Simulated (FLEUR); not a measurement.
# MgSi (P4/mmm) in FLEUR: a series of runs

The runs below take MgSi through equation of state, with AM05.

All numbers are computed with FLEUR MaX-R8.1 (later development tree); they aren't measurements. Logs are shortened: lines on timing, memory, paths and dates and some standing lists are left out, and cuts for length are marked.

### 1 The structure

The structure is tetragonal, space group P4/mmm (No. 123). Conventional cell: a = 2.908 Å, b = 2.908 Å, c = 4.103 Å, α = 90.00°, β = 90.00°, γ = 90.00°. Si (site symmetry 4/mmm) has 8 Mg at 2.90 Å and 4 Si at 2.91 Å as nearest neighbours. Around Mg (site symmetry 4/mmm) lie 8 Si at 2.90 Å and 4 Mg at 2.91 Å.

The cell comes from a database or a generator and needn't be the stable form of this composition.

### 2 Equation of state, AM05, 16.31 Å³/atom (volume scaled by 0.94)

Input file inp.xml:

```xml
<?xml version="1.0" encoding="UTF-8" standalone="no"?>
<fleurInput fleurInputVersion="0.39">
   <comment>
      MgSi                                                                                                
   </comment>
   <calculationSetup>
      <cutoffs Kmax="4.1" Gmax="12.7" GmaxXC="12.7" numbands="0"/>
      <scfLoop itmax="60" minDistance="0.00001" maxIterBroyd="15" imix="Anderson" alpha="0.05" precondParam="0.0" spinf="2.0" sdNocoIR="T"/>
      <coreElectrons ctail="T" frcor="F" kcrel="0" coretail_lmax="0"/>
      <xcFunctional name="LibXC" relativisticCorrections="F">
         <LibXCName exchange="gga_x_am05" correlation="gga_c_am05"/>
      </xcFunctional>
      <magnetism jspins="1"/>
      <soc l_soc="F" theta="0.0" phi="0.0" spav="F"/>
      <expertModes spex="0" secvar="F"/>
      <geometryOptimization l_f="F" forcealpha="1.0" forcemix="BFGS" epsdisp="0.00001" epsforce="0.00001"/>
      <ldaU l_linMix="F" mixParam="0.05" spinf="1.0"/>
   </calculationSetup>
   <cell>
      <bzIntegration valenceElectrons="22.0" mode="hist" fermiSmearingEnergy="0.00183747">
         <kPointListSelection listName="default-1"/>
         <!-- k-points included here -->
         <xi:include xmlns:xi="http://www.w3.org/2001/XInclude" href="kpts.xml"> </xi:include>
      </bzIntegration>
      <!-- symmetry operations included here -->
      <xi:include xmlns:xi="http://www.w3.org/2001/XInclude" href="sym.xml"> </xi:include>
      <bulkLattice scale="0.9795861087">
         <bravaisMatrix>
            <row-1>    5.4960681224298922     0.0000000000000000     0.0000000000000000</row-1>
            <row-2>    0.0000000000000000     5.4960681224298922     0.0000000000000000</row-2>
            <row-3>    0.0000000000000000     0.0000000000000000     7.7543532022890034</row-3>
         </bravaisMatrix>
      </bulkLattice>
   </cell>
   <atomSpecies>
      <species name="Silicon (Si)" element="Si" atomicNumber="14">
         <mtSphere radius="2.47" gridPoints="839" logIncrement="0.014"/>
         <atomicCutoffs lmax="10" lnonsphr="10"/>
         <electronConfig flipSpins="F">
            <coreConfig>(1s1/2)</coreConfig>
            <valenceConfig>(2s1/2) (2p1/2) (2p3/2) (3s1/2) (3p1/2) (3p3/2)</valenceConfig>
            <stateOccupation state="(3p1/2)" spinUp="0.333333" spinDown="0.333333"/>
            <stateOccupation state="(3p3/2)" spinUp="0.666667" spinDown="0.666667"/>
         </electronConfig>
         <energyParameters s="3" p="3" d="3" f="4"/>
         <lo type="SCLO" l="0" n="2" eDeriv="0"/>
         <lo type="SCLO" l="1" n="2" eDeriv="0"/>
         <lo type="SCLO" l="2" n="3" eDeriv="2"/>
         <lo type="SCLO" l="3" n="4" eDeriv="2"/>
      </species>
      <species name="Magnesium (Mg)" element="Mg" atomicNumber="12">
         <mtSphere radius="2.47" gridPoints="839" logIncrement="0.014"/>
         <atomicCutoffs lmax="10" lnonsphr="10"/>
         <electronConfig flipSpins="F">
            <coreConfig>(1s1/2)</coreConfig>
            <valenceConfig>(2s1/2) (2p1/2) (2p3/2) (3s1/2)</valenceConfig>
         </electronConfig>
         <energyParameters s="3" p="2" d="3" f="4"/>
         <lo type="SCLO" l="0" n="2" eDeriv="0"/>
         <lo type="HELO" l="1" n="3" eDeriv="0"/>
         <lo type="HELO" l="1" n="3" eDeriv="1"/>
         <lo type="SCLO" l="2" n="3" eDeriv="2"/>
         <lo type="SCLO" l="3" n="4" eDeriv="2"/>
      </species>
   </atomSpecies>
   <atomGroups>
      <atomGroup species="Silicon (Si)">
         <relPos label="                   1">1.000/2.000 1.000/2.000 1.000/2.000</relPos>
         <force calculate="T" relaxXYZ="TTT"/>
      </atomGroup>
      <atomGroup species="Magnesium (Mg)">
         <relPos label="                   2">.0000000000 .0000000000 .0000000000</relPos>
         <force calculate="T" relaxXYZ="TTT"/>
      </atomGroup>
   </atomGroups>
   <output dos="F" band="F" slice="F">
      <checks vchk="F" cdinf="F"/>
      <bandDOS minEnergy="-.5*Htr" maxEnergy="0.5*Htr" sigma="0.015" storeEVData="T"/>
      <vacuumDOS vacdos="F" integ="F" star="F" nstars="0" locx1="0.0" locy1="0.0" locx2="0.0" locy2="0.0" nstm="0" tworkf="0.0"/>
      <unfoldingBand unfoldBand="F" supercellX="1" supercellY="1" supercellZ="1"/>
      <plotting iplot="0" polar="F">
         <plot TwoD="T" vec1="  1.0  0.0  0.0" vec2="  0.0  1.0  0.0" vec3="  0.0  0.0  1.0" zero="  0.0  0.0  0.0" file="plot"/>
      </plotting>
      <chargeDensitySlicing numkpt="0" minEigenval="0.0" maxEigenval="0.0" nnne="0" pallst="F"/>
      <specialOutput eonly="F"/>
      <moessbauerParams electricFieldGradient="T" isomerShift="T" coreHyperfine="T" valenceHyperfine="T"/>
      <magneticCircularDichroism mcd="F" energyLo="-10.0" energyUp="0.0"/>
   </output>
  <!-- We include the file relax.xml here to enable relaxations (see documentation) -->
  <xi:include xmlns:xi="http://www.w3.org/2001/XInclude" href="relax.xml"> <xi:fallback/> </xi:include>
</fleurInput>
```

Potentials or basis: all-electron, FLAPW.

On the command line:

```sh
> inpgen -f crystal.txt -profile fastHighL
> # inp.xml edited to the form shown
> fleur_MPI
```

Output:

```text
Welcome to FLEUR        (www.flapw.de)
      MaX-Release 8.1          (www.max-centre.eu)
 func_ids         135         120         135         120
The functional 'Armiento & Mattsson 05' is an exchange functional, it belongs to the 'GGA' family and is defined in the reference(s):
[1] R. Armiento and A. E. Mattsson.,  Phys. Rev. B 72, 085108 (2005)
[2] A. E. Mattsson, R. Armiento, J. Paier, G. Kresse, J. M. Wills, and T. R. Mattsson.,  J. Chem. Phys. 128, 084714 (2008)
The functional 'Armiento & Mattsson 05' is a correlation functional, it belongs to the 'GGA' family and is defined in the reference(s):
[1] R. Armiento and A. E. Mattsson.,  Phys. Rev. B 72, 085108 (2005)
[2] A. E. Mattsson, R. Armiento, J. Paier, G. Kresse, J. M. Wills, and T. R. Mattsson.,  J. Chem. Phys. 128, 084714 (2008)
 Using same functional for VXC and EXC

 ========== k-point set info ==========
 Selected k-point list: default-1
 k-point list type: mesh
 9 x 9 x 7
 Number of k points: 60

 ------------Calculation Setup---------------------------
 Number of MPI-tasks      :            1
 Number of PE/node        :            1
 Number of OMP-threads    :            1
 Most efficient MPI parallelization for:
           1           2           3           4           5           6          10          12          15          20          30          60
 Additional eigenvalue parallelization possible
 Number of basis functions:          335
 Approximate size of matrices (H+S) per k-point:         0.002 GB
 --------------------------------------------------------
 Iteration:     1   Distance:       4.24258489 me/bohr^3
 Iteration:     2   Distance:       3.94126916 me/bohr^3
 Iteration:     3   Distance:       1.98688770 me/bohr^3
 Iteration:     4   Distance:       0.96246405 me/bohr^3
 Iteration:     5   Distance:       0.42932606 me/bohr^3
 Iteration:     6   Distance:       0.38669086 me/bohr^3
 Iteration:     7   Distance:       0.11731592 me/bohr^3
 Iteration:     8   Distance:       0.02317172 me/bohr^3
 Iteration:     9   Distance:       0.01761045 me/bohr^3
 Iteration:    10   Distance:       0.00092918 me/bohr^3
 Iteration:    11   Distance:       0.00070762 me/bohr^3
 Iteration:    12   Distance:       0.00036077 me/bohr^3
 Iteration:    13   Distance:       0.00003473 me/bohr^3
 Iteration:    14   Distance:       0.00004309 me/bohr^3
 Iteration:    15   Distance:       0.00000061 me/bohr^3

 ********************************************************************
 Run finished successfully
 Stop message:
   all done
 ********************************************************************
```

Wall time 37 s (1 thread of Arm Neoverse V2, shared host); peak memory 0.08 GiB.

Results:

- Free energy: -13299.5364 eV
- Band gap on the k mesh: none (metal or under the smearing width)
- Valence electrons inside the program's atomic spheres: Si 10.80; Mg 8.93 (radii Si 2.47, Mg 2.47 bohr)

### 3 Equation of state, AM05, 16.66 Å³/atom (volume scaled by 0.96)

inp.xml: that of step 2 with these lines changed.

```diff
@@ -26,3 +26,3 @@
       <xi:include xmlns:xi="http://www.w3.org/2001/XInclude" href="sym.xml"> </xi:include>
-      <bulkLattice scale="0.9795861087">
+      <bulkLattice scale="0.9864848297">
          <bravaisMatrix>
```

Potentials or basis: all-electron, FLAPW.

On the command line:

```sh
> inpgen -f crystal.txt -profile fastHighL
> # inp.xml edited to the form shown
> fleur_MPI
```

Run time: 37 s. Hardware: 1 thread of Arm Neoverse V2, shared host; peak memory 0.08 GiB.

The run converged. Its results:

```yaml
Free_energy: -13299.5428 eV
Band_gap_on_the_k_mesh: none (metal or under the smearing width)
Valence_electrons_inside_the_program's_atomic_spheres: Si 10.78; Mg 8.90 (radii Si 2.47, Mg 2.47 bohr)
```

### 4 Equation of state, AM05, 17.35 Å³/atom

inp.xml: that of step 3 with these lines changed.

```diff
@@ -26,3 +26,3 @@
       <xi:include xmlns:xi="http://www.w3.org/2001/XInclude" href="sym.xml"> </xi:include>
-      <bulkLattice scale="0.9864848297">
+      <bulkLattice scale="1.0000000000">
          <bravaisMatrix>
```

On the command line:

```sh
> inpgen -f crystal.txt -profile fastHighL
> # inp.xml edited to the form shown
> fleur_MPI
```

Wall time 40 s (1 thread of Arm Neoverse V2, shared host); peak memory 0.08 GiB.

Results (log left out):

```yaml
Free_energy: -13299.5373 eV
Band_gap_on_the_k_mesh: none (metal or under the smearing width)
Valence_electrons_inside_the_program's_atomic_spheres: Si 10.73; Mg 8.86 (radii Si 2.47, Mg 2.47 bohr)
```

### 5 Equation of state, AM05, 18.05 Å³/atom (volume scaled by 1.04)

inp.xml: that of step 4 with these lines changed.

```diff
@@ -26,3 +26,3 @@
       <xi:include xmlns:xi="http://www.w3.org/2001/XInclude" href="sym.xml"> </xi:include>
-      <bulkLattice scale="1.0000000000">
+      <bulkLattice scale="1.0131594038">
          <bravaisMatrix>
```

On the command line:

```sh
> inpgen -f crystal.txt -profile fastHighL
> # inp.xml edited to the form shown
> fleur_MPI
```

It took 41 s on 1 thread of Arm Neoverse V2, shared host; peak memory 0.08 GiB.

The run converged. Its results:

| Property | Result |
| --- | --- |
| Free energy | -13299.5112 eV |
| Band gap on the k mesh | none (metal or under the smearing width) |
| Valence electrons inside the program's atomic spheres | Si 10.69; Mg 8.82 (radii Si 2.47, Mg 2.47 bohr) |

### 6 Equation of state, AM05, 18.40 Å³/atom (volume scaled by 1.06)

inp.xml: that of step 5 with these lines changed.

```diff
@@ -26,3 +26,3 @@
       <xi:include xmlns:xi="http://www.w3.org/2001/XInclude" href="sym.xml"> </xi:include>
-      <bulkLattice scale="1.0131594038">
+      <bulkLattice scale="1.0196128224">
          <bravaisMatrix>
```

Potentials or basis: all-electron, FLAPW.

On the command line:

```sh
> inpgen -f crystal.txt -profile fastHighL
> # inp.xml edited to the form shown
> fleur_MPI
```

Run time: 48 s. Hardware: 1 thread of Arm Neoverse V2, shared host; peak memory 0.08 GiB.

It converged, with:

```yaml
Free_energy: -13299.4918 eV
Band_gap_on_the_k_mesh: none (metal or under the smearing width)
Valence_electrons_inside_the_program's_atomic_spheres: Si 10.67; Mg 8.80 (radii Si 2.47, Mg 2.47 bohr)
```

### 7 Equation of state, AM05

No new run: the results of the series are fitted here.

What came out:

```
Equilibrium volume                        : 16.84 Å³/atom
Bulk modulus at fixed shape and positions : 67 GPa
Pressure derivative of the bulk modulus   : 4.1 (rough: it moves with the points fitted)
```

Energy against volume, from the lowest point:
| volume (Å³/atom) | energy (meV/atom) |
| --- | --- |
| 16.314 | 3.19 |
| 16.661 | 0.00 |
| 17.355 | 2.73 |
| 18.049 | 15.77 |
| 18.396 | 25.50 |

Caveat: the cell was scaled at fixed shape and fractional positions, which overstates the stiffness of a crystal with free parameters, most of all of layers and chains.
